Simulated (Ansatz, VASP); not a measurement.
**Two plane-wave programs on TaN**

```
Ta N
1.0
     2.93800    0.00000    0.00000
    -1.46900    2.54438    0.00000
     0.00000    0.00000    2.88300
Ta N
1 1
Cartesian
  0.0000 0.0000 1.4415
  1.4690 0.8481 0.0000
```

Alike in both runs: task relaxation of cell and atoms; functional PBEsol; k mesh 12 × 12 × 12; occupations fermi-dirac, width 0.05 eV; no spin polarisation.

```csv
,VASP,Ansatz
version,VASP 6.6.1,Ansatz 0.2.0
potentials or method,"VASP PAW PBE potentials, release 64 (Ta_pv, N)","PAW with Ansatz's default frozen-core files, scalar-relativistic"
plane-wave cutoff (eV),600,420
valence electrons in the cell,16,18
```

Ansatz gave:

| Quantity | Value |
| --- | --- |
| relaxed volume (Å³/atom) | 10.63 |
| relaxed cell length with the largest relative difference (Å) | 2.871 |
| energy change over the relaxation (meV/atom) | -2 |

Q: What did VASP give for the same quantities?

A: Relaxed volume (Å³/atom): 10.65; relaxed cell length with the largest relative difference (Å): 2.873; energy change over the relaxation (meV/atom): -2.

The two sets of potentials don't hold the same shells in valence.

Caveats: the PAW data sets were made with another functional, which shifts forces and pressure a little (VASP). Spin-orbit coupling is left out, which matters for the levels of Ta.
